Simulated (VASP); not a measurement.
# BaTe (Fm-3m) in VASP: notebook

The runs below take BaTe through RPA correlation energy, G0W0 quasiparticle levels, band structure, with PBE, LDA.

All numbers are computed with VASP 6.6.1; they aren't measurements. Logs are shortened: lines on timing, memory, paths and dates and some standing lists are left out, and cuts for length are marked.

## 1. The structure

The structure is cubic, space group Fm-3m (No. 225). The conventional cell has a = 6.820 Å, b = 6.820 Å, c = 6.820 Å, α = 90.00°, β = 90.00°, γ = 90.00°. Ba (site symmetry m-3m) has 6 Te at 3.41 Å as nearest neighbours. Te (site symmetry m-3m) is surrounded by 6 Ba at 3.41 Å.

## 2. RPA correlation energy, PBE (volume scaled by 0.96)

Input file POSCAR:

```
BaTe
1.0
    0.0000000000      3.3639132694      3.3639132694
    3.3639132694      0.0000000000      3.3639132694
    3.3639132694      3.3639132694      0.0000000000
Ba Te
1 1
Direct
    0.0000000000      0.0000000000      0.0000000000
    0.5000000000      0.5000000000      0.5000000000
```

Input file INCAR.step1:

```
PREC = Accurate
ENCUT = 350
EDIFF = 1E-8
ISMEAR = 0
SIGMA = 0.05
LREAL = False
LASPH = True
NELM = 60
ALGO = Fast
LWAVE = True
LCHARG = False
GGA = PE
```

Input file INCAR.step2:

```
PREC = Accurate
ENCUT = 350
EDIFF = 1E-8
ISMEAR = 0
SIGMA = 0.05
LREAL = False
LASPH = True
NELM = 1
ALGO = EIGENVAL
LWAVE = False
LCHARG = False
GGA = PE
LHFCALC = True
AEXX = 1.0
ALDAC = 0.0
AGGAC = 0.0
ISTART = 1
PRECFOCK = Fast
```

Input file INCAR.step3:

```
PREC = Accurate
ENCUT = 350
EDIFF = 1E-8
ISMEAR = 0
SIGMA = 0.05
LREAL = False
LASPH = True
NELM = 1
ALGO = Exact
LWAVE = True
LCHARG = False
GGA = PE
NBANDS = 1158
LOPTICS = True
ISTART = 1
```

Input file INCAR.step4:

```
PREC = Accurate
ENCUT = 350
EDIFF = 1E-8
ISMEAR = 0
SIGMA = 0.05
LREAL = False
LASPH = True
NELM = 60
ALGO = ACFDT
LWAVE = False
LCHARG = False
GGA = PE
NBANDS = 1158
ENCUTGW = 250
NOMEGA = 8
ISTART = 1
PRECFOCK = Fast
```

Input file KPOINTS:

```
regular mesh
0
Gamma
  4 4 4
```

Potentials or basis: VASP PAW PBE potentials, release 64 (Ba_sv_GW, Te_GW).

Launch:

```bash
$ cat potpaw_PBE.64/Ba_sv_GW/POTCAR potpaw_PBE.64/Te_GW/POTCAR > POTCAR
$ cp INCAR.step1 INCAR
$ mpirun -np 1 vasp_std > vasp.out
$ cp INCAR.step2 INCAR
$ mpirun -np 1 vasp_std > vasp.out
$ cp INCAR.step3 INCAR
$ mpirun -np 1 vasp_std > vasp.out
$ cp INCAR.step4 INCAR
$ mpirun -np 1 vasp_std > vasp.out
```

OUTCAR:

```text
PREC = Accurate
   ENCUT = 350
   EDIFF = 1E-8
   ISMEAR = 0
   LREAL = False
   LASPH = True
   NELM = 60
   GGA = PE
   ENCUTGW = 250
   ISTART = 1
   PRECFOCK = Fast

 ion  position               nearest neighbor table
   1  0.000  0.000  0.000-
   2  0.500  0.500  0.500-

  LATTYP: Found a face centered cubic cell.
 ALAT       =     6.7278265388

  Lattice vectors:

 A1 = (   0.0000000000,   3.3639132694,   3.3639132694)
 A2 = (   3.3639132694,   0.0000000000,   3.3639132694)
 A3 = (   3.3639132694,   3.3639132694,   0.0000000000)

Analysis of symmetry for initial positions (statically):
=====================================================================
 Subroutine PRICEL returns:
 Original cell was already a primitive cell.

 Routine SETGRP: Setting up the symmetry group for a
 face centered cubic supercell.

 Subroutine GETGRP returns: Found 48 space group operations
 (whereof 48 operations were pure point group operations)
 out of a pool of 48 trial point group operations.

The static configuration has the point symmetry O_h .

Analysis of symmetry for dynamics (positions and initial velocities):
=====================================================================
 Subroutine PRICEL returns:
 Original cell was already a primitive cell.

 Routine SETGRP: Setting up the symmetry group for a
 face centered cubic supercell.

 Subroutine GETGRP returns: Found 48 space group operations
 (whereof 48 operations were pure point group operations)
 out of a pool of 48 trial point group operations.

The dynamic configuration has the point symmetry O_h .

 Subroutine INISYM returns: Found 48 space group operations
 (whereof 48 operations are pure point group operations),
 and found     1 'primitive' translations

----------------------------------------------------------------------------------------

                                     Primitive cell

  volume of cell :      76.1315

  direct lattice vectors                    reciprocal lattice vectors
     0.000000000  3.363913269  3.363913269    -0.148636412  0.148636412  0.148636412
     3.363913269  0.000000000  3.363913269     0.148636412 -0.148636412  0.148636412
     3.363913269  3.363913269  0.000000000     0.148636412  0.148636412 -0.148636412

  length of vectors
     4.757291768  4.757291768  4.757291768     0.257445818  0.257445818  0.257445818

  position of ions in fractional coordinates (direct lattice)
     0.000000000  0.000000000  0.000000000
     0.500000000  0.500000000  0.500000000

  ion indices of the primitive-cell ions
   primitive index   ion index
                 1           1
                 2           2

----------------------------------------------------------------------------------------

 KPOINTS: regular mesh

Automatic generation of k-mesh.
 Grid dimensions read from file:
 generate k-points for:    4    4    4

 Generating k-lattice:

  Cartesian coordinates                     Fractional coordinates (reciprocal lattice)
    -0.037159103  0.037159103  0.037159103     0.250000000  0.000000000  0.000000000
     0.037159103 -0.037159103  0.037159103     0.000000000  0.250000000  0.000000000
     0.037159103  0.037159103 -0.037159103     0.000000000  0.000000000  0.250000000

  Length of vectors
     0.064361455  0.064361455  0.064361455

  Shift w.r.t. Gamma in fractional coordinates (k-lattice)
     0.000000000  0.000000000  0.000000000

 Subroutine IBZKPT returns following result:
 ===========================================

 Found      8 irreducible k-points:

 Following reciprocal coordinates:
            Coordinates               Weight
  0.000000  0.000000  0.000000      1.000000
  0.250000  0.000000  0.000000      8.000000
  0.500000  0.000000  0.000000      4.000000
  0.250000  0.250000  0.000000      6.000000
  0.500000  0.250000  0.000000     24.000000
 -0.250000  0.250000  0.000000     12.000000
  0.500000  0.500000  0.000000      3.000000
 -0.250000  0.500000  0.250000      6.000000
   k-points           NKPTS =      8   k-points in BZ     NKDIM =     64   number of bands    NBANDS=   1158
   number of dos      NEDOS =    301   number of ions     NIONS =      2
   total plane-waves  NPLWV =  27000
   dimension x,y,z NGX =    30 NGY =   30 NGZ =   30
   dimension x,y,z NGXF=    60 NGYF=   60 NGZF=   60
   ions per type =               1   1
   NGX,Y,Z   is equivalent  to a cutoff of  10.48, 10.48, 10.48 a.u.
   NGXF,Y,Z  is equivalent  to a cutoff of  20.97, 20.97, 20.97 a.u.
 SYSTEM =  unknown system
   PREC   = accura    normal or accurate (medium, high low for compatibility)
   ISTART =      1    job   : 0-new  1-cont  2-samecut
   ICHARG =      0    charge: 1-file 2-atom 10-const
   ISPIN  =      1    spin polarized calculation?
   LNONCOLLINEAR =      F non collinear calculations
   LSORBIT =      F    spin-orbit coupling
   LASPH  =      T    aspherical Exc in radial PAW
   ENCUT  =  350.0 eV  25.72 Ry    5.07 a.u.   7.26  7.26  7.26*2*pi/ulx,y,z
   NELM   =     60;   NELMIN=  2; NELMDL=  0     # of ELM steps
   EDIFF  = 0.1E-07   stopping-criterion for ELM
   LREAL  =      F    real-space projection
   EDIFFG = 0.1E-06   stopping-criterion for IOM
   NSW    =      0    number of steps for IOM
   IBRION =     -1    ionic relax: 0-MD 1-quasi-New 2-CG
   NFREE  =      0    steps in history (QN), initial steepest desc. (CG)
   ISIF   =      0    stress and relaxation
   ISYM   =      3    0-nonsym 1-usesym 2-fastsym
   POTIM  = 0.5000    time-step for ionic-motion
   TEBEG  =    0.0;   TEEND  =   0.0 temperature during run
   PSTRESS=    0.0 pullay stress
   NELECT =      16.0000    total number of electrons
   NUPDOWN=      -1.0000    fix difference up-down
   EMIN   =  10.00;   EMAX   =-10.00  energy-range for DOS
   EFERMI =   0.00;   METHOD = LEGACY
   ISMEAR =     0;   SIGMA  =   0.05  broadening in eV -4-tet -1-fermi 0-gaus
   EFERMI_NEDOS =   21; number of points for ismear=-14 and -15
   IALGO  =     38    algorithm
   IMIX   =      4    mixing-type and parameters
     AMIX     =   0.40;   BMIX     =  1.00
     AMIX_MAG =   1.60;   BMIX_MAG =  1.00
  volume/ion in A,a.u.               =      38.07       256.88
  Fermi-wavevector in a.u.,A,eV,Ry     =   0.973330  1.839327 12.889765  0.947371
  Thomas-Fermi vector in A             =   2.103701
   LORBIT       =      0    0 simple, 1 ext, 2 COOP (PROOUT), +10 PAW based schemes
   GGA     = PE    functional components
   LHFCALC =     T    Hartree Fock is set to
   PRECFOCK=fast      Normal, Fast or Accurate (Low or Medium for compatibility)
   ENCUT4O =  -1.0   cutoff for four orbital integrals eV
   NKREDX  =     1    reduce k-point grid by
   NKREDY  =     1    reduce k-point grid by
   NKREDZ  =     1    reduce k-point grid by
   AEXX    =    1.0000 exact exchange contribution
   HFSCREEN=    0.0000 screening length (either q_TF or 0.3 A-1)
   HFSCREENC=   0.0000 screening length for correlation (either q_TF or 0.3 A-1)
   ENCUTFOCK=  -1.0 apply spherical cutoff to Coloumb kernel
   IVDW    =     0    specifies the selected vdW correction
   LEPSILON=     F    determine dielectric tensor
   LRPA    =     F    only Hartree local field effects (RPA)
   LRPAFORCE           =     F    calculate RPA forces
   ENCUTGW             = 250.0    cutoff for response function in eV
   ENCUTGWSOFT         = 200.0    soft cutoff for Coulomb kernel in GW response function in eV
   ENCUTLF             =  -1.0    cutoff for local field effects
   NELMGW              =     1    number of iterations in solving QP/BSE equation
   NELMHF              =     1    number of iterations in the inner HF iteration
   NKREDLFX            =     1    NKREDLFY  =   1   NKREDLFZ  =   1
 non-spin polarized calculation
 Gauss-broadening in eV      SIGMA  =   0.05
  energy-cutoff  :      350.00
  volume of cell :       76.13
 maximum number of plane-waves:      1158
 NGX is ok and might be reduce to    30
  NGX = 16; NGY = 16; NGZ = 16
   NGX = 15   NGY = 15   NGZ = 15
 maximum number of plane-waves:       701

      cutoff energy     smooth cutoff   RPA   correlation   Hartree contr. to MP2
---------------------------------------------------------------------------------
            250.000           200.000      -20.7978672745      -30.0697170261
            238.095           190.476      -20.7092652773      -29.9753517167
            226.757           181.406      -20.6137666229      -29.8734193970
            215.959           172.768      -20.5108331529      -29.7632553729
            205.676           164.541      -20.4006377472      -29.6449481694
            195.882           156.705      -20.2822534350      -29.5173929087
            186.554           149.243      -20.1563956292      -29.3812384609
            177.670           142.136      -20.0212916187      -29.2344340844
  linear regression
  converged value                          -21.9585216561      -31.3191577048
```

Wall time 72 min (1 thread of Intel Xeon Platinum 8488C (Sapphire Rapids), shared host); peak memory 1.7 GiB.

Results:

* Band gap on the k mesh, mean-field level: 1.31 eV, indirect (least direct gap 1.64 eV)
* RPA correlation energy: -10.979 eV/atom
* RPA total energy per cell: -39.199 eV
* RPA correlation energy per cell: -21.959 eV

Levels at points of the mesh, in eV from the valence-band top:
```csv
k point,band 6,band 7,band 8,band 9,band 10,band 11
"(0.00, 0.00, 0.00)",0.00,0.00,0.00,2.91,2.91,2.95
"(0.50, 0.00, 0.00)",-2.50,-1.31,-1.31,4.26,5.13,5.22
"(0.50, 0.50, 0.00)",-1.06,-0.33,-0.33,1.31,4.71,5.29
```

Caveat: spin-orbit coupling is left out, which moves the levels of the heavy elements. A k mesh can miss the band edges.

## 3. G0W0 quasiparticle levels, LDA

Input file POSCAR:

```
BaTe
1.0
    0.0000000000      3.4100000000      3.4100000000
    3.4100000000      0.0000000000      3.4100000000
    3.4100000000      3.4100000000      0.0000000000
Ba Te
1 1
Direct
    0.0000000000      0.0000000000      0.0000000000
    0.5000000000      0.5000000000      0.5000000000
```

Input file INCAR.step1:

```
SYSTEM = BaTe
ALGO = Normal
EDIFF = 1E-8
ENCUT = 500
ISMEAR = 0
LASPH = .True.
LCHARG = .False.
LREAL = .False.
LWAVE = .True.
NELM = 60
PREC = Accurate
SIGMA = 0.01
```

Input file INCAR.step2:

```
SYSTEM = BaTe
ALGO = Exact
EDIFF = 1E-8
ENCUT = 500
ISMEAR = 0
ISTART = 1
LASPH = .True.
LCHARG = .False.
LOPTICS = .True.
LREAL = .False.
LWAVE = .True.
NBANDS = 201
NELM = 1
PREC = Accurate
SIGMA = 0.01
```

Input file INCAR.step3:

```
SYSTEM = BaTe
ALGO = EVGW0
EDIFF = 1E-8
ENCUT = 500
ENCUTGW = 150
ISMEAR = 0
ISTART = 1
LASPH = .True.
LCHARG = .False.
LREAL = .False.
LWAVE = .False.
NBANDS = 201
NBANDSGW = 16
NELMGW = 1
NOMEGA = 64
PREC = Accurate
PRECFOCK = Fast
SIGMA = 0.01
```

Input file KPOINTS:

```
k-points
0
Gamma
  4 4 4
  0 0 0
```

Potentials or basis: VASP PAW LDA potentials, release 64 (Ba_sv_GW, Te_GW).

Launch:

```bash
$ cat potpaw_LDA.64/Ba_sv_GW/POTCAR potpaw_LDA.64/Te_GW/POTCAR > POTCAR
$ cp INCAR.step1 INCAR
$ mpirun -np 1 vasp_std > vasp.out
$ cp INCAR.step2 INCAR
$ mpirun -np 1 vasp_std > vasp.out
$ cp INCAR.step3 INCAR
$ mpirun -np 1 vasp_std > vasp.out
```

OUTCAR:

```text
SYSTEM = BaTe
   EDIFF = 1E-8
   ENCUT = 500
   ENCUTGW = 150
   ISMEAR = 0
   ISTART = 1
   LASPH = .True.
   LREAL = .False.
   NELMGW = 1
   PREC = Accurate
   PRECFOCK = Fast

 ion  position               nearest neighbor table
   1  0.000  0.000  0.000-   2 3.41   2 3.41   2 3.41   2 3.41   2 3.41   2 3.41
   2  0.500  0.500  0.500-   1 3.41   1 3.41   1 3.41   1 3.41   1 3.41   1 3.41

  LATTYP: Found a face centered cubic cell.
 ALAT       =     6.8200000000

  Lattice vectors:

 A1 = (   0.0000000000,   3.4100000000,   3.4100000000)
 A2 = (   3.4100000000,   0.0000000000,   3.4100000000)
 A3 = (   3.4100000000,   3.4100000000,   0.0000000000)

Analysis of symmetry for initial positions (statically):
=====================================================================
 Subroutine PRICEL returns:
 Original cell was already a primitive cell.

 Routine SETGRP: Setting up the symmetry group for a
 face centered cubic supercell.

[... 125 lines left out ...]
   LORBIT       =      0    0 simple, 1 ext, 2 COOP (PROOUT), +10 PAW based schemes
   GGA     = CA    functional components
   LHFCALC =     T    Hartree Fock is set to
   PRECFOCK=fast      Normal, Fast or Accurate (Low or Medium for compatibility)
   ENCUT4O =  -1.0   cutoff for four orbital integrals eV
   NKREDX  =     1    reduce k-point grid by
   NKREDY  =     1    reduce k-point grid by
   NKREDZ  =     1    reduce k-point grid by
   AEXX    =    1.0000 exact exchange contribution
   HFSCREEN=    0.0000 screening length (either q_TF or 0.3 A-1)
   HFSCREENC=   0.0000 screening length for correlation (either q_TF or 0.3 A-1)
   ENCUTFOCK=  -1.0 apply spherical cutoff to Coloumb kernel
   IVDW    =     0    specifies the selected vdW correction
   LEPSILON=     F    determine dielectric tensor
   LRPA    =     F    only Hartree local field effects (RPA)
   LRPAFORCE           =     F    calculate RPA forces
   ENCUTGW             = 150.0    cutoff for response function in eV
   ENCUTGWSOFT         = 120.0    soft cutoff for Coulomb kernel in GW response function in eV
   ENCUTLF             =  -1.0    cutoff for local field effects
   NELMGW              =     1    number of iterations in solving QP/BSE equation
   NELMHF              =     1    number of iterations in the inner HF iteration
   NKREDLFX            =     1    NKREDLFY  =   1   NKREDLFZ  =   1
 non-spin polarized calculation
 Gauss-broadening in eV      SIGMA  =   0.01
  energy-cutoff  :      500.00
  volume of cell :       79.30
 maximum number of plane-waves:      2044
  NGX = 20; NGY = 20; NGZ = 20
   NGX = 17   NGY = 17   NGZ = 17
 maximum number of plane-waves:       343

 QP shifts <psi_nk| G(iteration)W_0 |psi_nk>: iteration 1
 for sc-GW calculations column KS-energies equals QP-energies in previous step
 and V_xc(KS)=  KS-energies - (<T + V_ion + V_H > + <T+V_H+V_ion>^1  + <V_x>^1)

 k-point   1 :       0.0000    0.0000    0.0000
  band No.  KS-energies  QP-energies   sigma(KS)   V_xc(KS)     V^pw_x(r,r')   Z            occupation Imag(sigma)

      1     -22.7890     -23.1163     -15.9797     -15.4163     -24.5664       0.5810       2.0000       1.1078
      2      -7.9859      -8.9968     -15.5742     -14.1907     -19.1231       0.7306       2.0000       0.2509
      3      -7.9859      -8.9968     -15.5742     -14.1907     -19.1231       0.7306       2.0000       0.2509
      4      -7.9859      -8.9968     -15.5742     -14.1907     -19.1231       0.7306       2.0000       0.2509
      5      -5.8499      -6.3871     -12.1591     -11.3815     -17.2302       0.6908       2.0000       1.0568
      6       3.8624       3.3065     -11.5613     -10.8275     -12.6774       0.7576       2.0000       0.0746
[... 135 lines left out ...]
      2      -8.2264      -9.1750     -15.1201     -13.7819     -18.9629       0.7088       2.0000       0.3362
      3      -8.1973      -9.2213     -15.3253     -13.9100     -18.9781       0.7235       2.0000       0.2976
      4      -8.1973      -9.2213     -15.3253     -13.9100     -18.9781       0.7235       2.0000       0.2976
      5      -5.3159      -5.8306     -12.7395     -12.0115     -17.3989       0.7070       2.0000       0.9054
      6       2.4683       1.8701     -10.9701     -10.1582     -12.5108       0.7368       2.0000       0.1087
[... 8 lines left out ...]
     15      11.5970      14.0081      -8.5040     -11.7908      -2.5524       0.7336       0.0000      -0.2661
     16      12.3442      15.4346      -9.1845     -13.5075      -2.7911       0.7149       0.0000      -0.2481
```

OUTCAR.step2:

```text
SYSTEM = BaTe
   EDIFF = 1E-8
   ENCUT = 500
   ISMEAR = 0
[... 721 lines left out ...]
  --------------------------------------------------------------------------------------------------------------
     0.00000     8.33097     8.33097     8.33097     0.00000     0.00000    -0.00000
     1.49757    12.42645    12.42645    12.42645     0.00000     0.00000    -0.00000
     2.99514    10.35698    10.35698    10.35698     0.00000     0.00000    -0.00000
     4.49272    -2.68363    -2.68363    -2.68363     0.00000    -0.00000     0.00000
     5.99029     2.59057     2.59057     2.59057    -0.00000    -0.00000    -0.00000
     7.48786    -2.73284    -2.73284    -2.73284    -0.00000     0.00000     0.00000
[... 92 lines left out ...]
   146.76209     0.98552     0.98552     0.98552    -0.00000    -0.00000     0.00000
   148.25966     0.98582     0.98582     0.98582    -0.00000    -0.00000     0.00000
```

Wall time 11 min (1 thread of Intel Xeon Platinum 8488C (Sapphire Rapids), shared host); peak memory 1 GiB.

What came out:

* Band gap on the k mesh, mean-field level: 1.29 eV, indirect (least direct gap 1.63 eV)
* Quasiparticle gap: 2.27 eV
* Least direct quasiparticle gap: 2.65 eV

Caveat: bands, screening cutoff and mesh are small and nothing is extrapolated, so the quasiparticle values aren't converged; spin-orbit coupling is left out, which moves the levels of the heavy elements.

(Continued in part 2 of 2.)
